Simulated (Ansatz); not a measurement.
Geometry optimisation in Ansatz: input, command and trajectory.

```yaml
crystal:
  lattice:
    - [-1.9607333543, 1.9607333543, 2.7726557775]
    - [1.9607333543, -1.9607333543, 2.7726557775]
    - [1.9607333543, 1.9607333543, -2.7726557775]
  atoms:
    - { symbol: Al, position: [0.75, 0.25, 0.5] }
    - { symbol: Al, position: [0.25, 0.75, 0.5] }
    - { symbol: Cu, position: [0.5, 0.5, 0.0] }
basis:
  ecutwfc: 420
kpoints:
  mp_grid: { grid: [14, 14, 14] }
hamiltonian:
  xc: pbesol
scf:
  occupations: { method: gaussian, width: 0.1 }
output:
  forces: true
  stress: true
  eigenvalues: true
relax:
  adjacent_minimum: "off"
  f_tol: 0.008
  max_steps: 50
  cell: { stress_tol: 0.08, p_target: 12.0 }
```

```bash
ansatz run input.yaml --threads 1 --pin off --max-ram 2560MiB --backend cpu --events-out ev --progress --plain --runs-dir out
```

Level of theory: Ansatz 0.2.0, DFT PBEsol, scalar-relativistic, plane waves, PAW.

Of 4 frames 3 are shown, positions in Å and forces in eV/Å; the SCF threshold varies from step to step. Steps run on the plane waves of an earlier cell, with a Pulay correction in the pressure. The basis is chosen afresh for the last frame, the zero of the energies, and at times for earlier ones too; energy and pressure step there, also at an unchanged geometry. The relaxation lowers the enthalpy F + PV at the target pressure, so the free energy itself can rise.

```xyz
3
Lattice="-1.9607 1.9607 2.7727 1.9607 -1.9607 2.7727 1.9607 1.9607 -2.7727" Properties=species:S:1:pos:R:3:forces:R:3 pbc="T T T" step=1 free_energy_over_end_meV_per_atom=2.97 pressure_GPa=12.43
Al    0.0000    1.9607    1.3863    0.0000    0.0000    0.0000
Al    1.9607    0.0000    1.3863    0.0000    0.0000    0.0000
Cu    0.0000    0.0000    2.7727    0.0000    0.0000    0.0000
3
Lattice="-1.9620 1.9620 2.7746 1.9620 -1.9620 2.7746 1.9620 1.9620 -2.7746" Properties=species:S:1:pos:R:3:forces:R:3 pbc="T T T" step=2 free_energy_over_end_meV_per_atom=0.85 pressure_GPa=12.12
Al    0.0000    1.9620    1.3873    0.0000    0.0000    0.0000
Al    1.9620    0.0000    1.3873    0.0000    0.0000    0.0000
Cu    0.0000    0.0000    2.7746    0.0000    0.0000    0.0000
3
Lattice="-1.9625 1.9625 2.7753 1.9625 -1.9625 2.7753 1.9625 1.9625 -2.7753" Properties=species:S:1:pos:R:3:forces:R:3 pbc="T T T" step=4 free_energy_over_end_meV_per_atom=0.00 pressure_GPa=12.00
Al    0.0000    1.9625    1.3877    0.0000    0.0000    0.0000
Al    1.9625    0.0000    1.3877    0.0000    0.0000    0.0000
Cu    0.0000    0.0000    2.7753    0.0000    0.0000    0.0000
```

The run took 12 s on 1 thread of AMD EPYC 9R45 96-Core Processor (Zen 5) (shared host), peak memory 0.52 GiB.